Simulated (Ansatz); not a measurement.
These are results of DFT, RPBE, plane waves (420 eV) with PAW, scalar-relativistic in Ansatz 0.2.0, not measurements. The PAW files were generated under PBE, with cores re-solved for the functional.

An element in the omega (AlB2-type) structure gives this curve. The cell is scaled uniformly from the relaxed one, with fractional coordinates and shape fixed. Energies are extrapolated to zero smearing, pressures are those at the given smearing. Magnetic state: spin not included.

```json
{"V (Å³/atom)": "14.401", "E − E₀ (meV/atom)": "48.4", "P (GPa)": "9.43"}
{"V (Å³/atom)": "15.055", "E − E₀ (meV/atom)": "18.9", "P (GPa)": "5.38"}
{"V (Å³/atom)": "15.710", "E − E₀ (meV/atom)": "3.9", "P (GPa)": "2.28"}
{"V (Å³/atom)": "16.365", "E − E₀ (meV/atom)": "0.0", "P (GPa)": "-0.10"}
{"V (Å³/atom)": "17.019", "E − E₀ (meV/atom)": "4.6", "P (GPa)": "-1.91"}
{"V (Å³/atom)": "17.674", "E − E₀ (meV/atom)": "15.5", "P (GPa)": "-3.29"}
{"V (Å³/atom)": "18.328", "E − E₀ (meV/atom)": "31.4", "P (GPa)": "-4.32"}
```

(1) Which element is it?
A. iridium
B. zinc
C. silicon
D. aluminium

Answers

(1) B. Its fit is V₀ = 16.31 Å³/atom, B₀ = 52 GPa, B₀′ = 5.8.
